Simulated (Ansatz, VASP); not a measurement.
Two plane-wave programs on Sn

Contents of INCAR:

```
SYSTEM = Sn
  PREC = Accurate
  ENCUT = 520
  EDIFF = 1E-7
  ISMEAR = -1
  SIGMA = 0.05
  LREAL = .FALSE.
  LASPH = .TRUE.
  NELM = 60
  ALGO = Normal
  ISIF = 2
  LWAVE = .FALSE.
  LCHARG = .FALSE.
  GGA = PE
  NBANDS = 13
```

KPOINTS

```
regular mesh
0
G
  10 10 10
  0 0 0
```

The input POSCAR:

```
Sn
1.0
   -1.9318112889      1.9318112889      1.9318112889
    1.9318112889     -1.9318112889      1.9318112889
    1.9318112889      1.9318112889     -1.9318112889
Sn
1
Direct
    0.0000000000      0.0000000000      0.0000000000
```

Contents of input.yaml:

```yaml
crystal:
  lattice:
    - [-1.9318112889, 1.9318112889, 1.9318112889]
    - [1.9318112889, -1.9318112889, 1.9318112889]
    - [1.9318112889, 1.9318112889, -1.9318112889]
  atoms:
    - { symbol: Sn, position: [0.0, 0.0, 0.0] }
hamiltonian:
  xc: pbe
  pseudopotentials: { kind: paw }
kpoints:
  mp_grid: { grid: [10, 10, 10] }
scf:
  occupations: { method: fermi_dirac, width: 0.05 }
output:
  forces: true
  stress: true
  eigenvalues: true
```

Change from the starting cell: volume scaled by 1.06.

Alike in both runs: task single point; functional PBE; k mesh 10 × 10 × 10; occupations fermi-dirac, width 0.05 eV; no spin polarisation.

|  | VASP | Ansatz |
| --- | --- | --- |
| version | VASP 6.6.1 | Ansatz 0.2.0 |
| potentials or method | VASP PAW PBE potentials, release 64 (Sn_d) | Ansatz PAW |
| plane-wave cutoff (eV) | 520 | 420 |
| valence electrons in the cell | 14 | 14 |

```tsv
	VASP	Ansatz	Ansatz less VASP
gap on the k mesh at the Fermi level (eV)	none	none	-
pressure (GPa)	-1.8	-1.7	+0.06
```

A gap of «none» marks a metal or a gap that the smearing closes.
